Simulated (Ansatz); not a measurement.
ZrN:

```xyz
2
Lattice="0.0000 2.3000 2.3000 2.3000 0.0000 2.3000 2.3000 2.3000 0.0000" Properties=species:S:1:pos:R:3 pbc="T T T"
Zr    2.3000    2.3000    2.3000
N     0.0000    0.0000    0.0000
```

- Program: Ansatz 0.2.0
- Task: relaxation of cell and atoms
- Functional: PBE0
- Potentials or basis: Ansatz PAW
- Cutoff: 420 eV (not typed: the program's choice for these potentials)
- k mesh: 5 × 5 × 5
- Occupations: fermi-dirac, width 0.05 eV
- Spin: no spin polarisation

At the start: volume 12.17 Å³/atom.

Q: How do energy, volume and symmetry change on relaxing?

A: It ends after 7 steps and the volume is 11.87 Å³/atom (-2.5 %); space group Fm-3m (No. 225, to 0.05 Å).

The path:
| step | energy change (eV) | largest force (eV/Å) | volume (Å³) |
| --- | --- | --- | --- |
| 1 | 0.0000 | 0.0000 | 24.33 |
| 2 | -0.0071 | 0.0000 | 23.31 |
| 3 | -0.0132 | 0.0000 | 23.76 |
| 4 | -0.0133 | 0.0000 | 23.74 |
| 5 | -0.0123 | 0.0000 | 23.74 |
| 6 | -0.0123 | 0.0000 | 23.74 |
| 7 | -0.0123 | 0.0000 | 23.74 |

Final structure:
```yaml
crystal:
  lattice:
    - [0.00000, 2.28106, 2.28106]
    - [2.28106, 0.00000, 2.28106]
    - [2.28106, 2.28106, 0.00000]
  atoms:
    - { symbol: Zr, position: [0.50000, 0.50000, 0.50000] }
    - { symbol: N, position: [0.00000, 0.00000, 0.00000] }
```

Caveat: the k mesh is coarse (spacing up to 0.47 Å⁻¹), so the values aren't converged, least of all with exact exchange; the plane-wave basis is chosen anew once the cell has moved, so the energies of steps on either side of that aren't comparable; the pressure holds a Pulay correction of +0.3 GPa for the finite cutoff; the PAW data sets come from PBE, with cores solved anew for the run's functional, which leaves a small shift of forces and pressure.
